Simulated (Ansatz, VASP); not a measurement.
## Two plane-wave programs on Na

```
Na
1.0
    -2.05397    2.05397    2.11750
     2.05397   -2.05397    2.11750
     2.05397    2.05397   -2.11750
Na
1
Direct
  0.00000 0.00000 0.00000
```

Change from the starting cell: strain -0.030 along x and y, +0.000 along z, atoms carried along.

Alike in both runs: task single point; functional LDA; k mesh 16 × 16 × 16; occupations gaussian, width 0.15 eV; no spin polarisation.

|  | VASP | Ansatz |
| --- | --- | --- |
| version | VASP 6.6.1 | Ansatz 0.2.0 |
| potentials or method | VASP PAW LDA potentials, release 64 (Na_pv) | scalar-relativistic, plane waves, PAW |
| plane-wave cutoff (eV) | 520 | 420 |
| valence electrons in the cell | 7 | 9 |

```csv
,VASP,Ansatz,Ansatz less VASP
gap on the k mesh at the Fermi level (eV),none,none,-
pressure (GPa),-0.6,-0.6,+0.03
```

A gap of «none» marks a metal or a gap that the smearing closes. The two sets of potentials don't hold the same shells in valence.
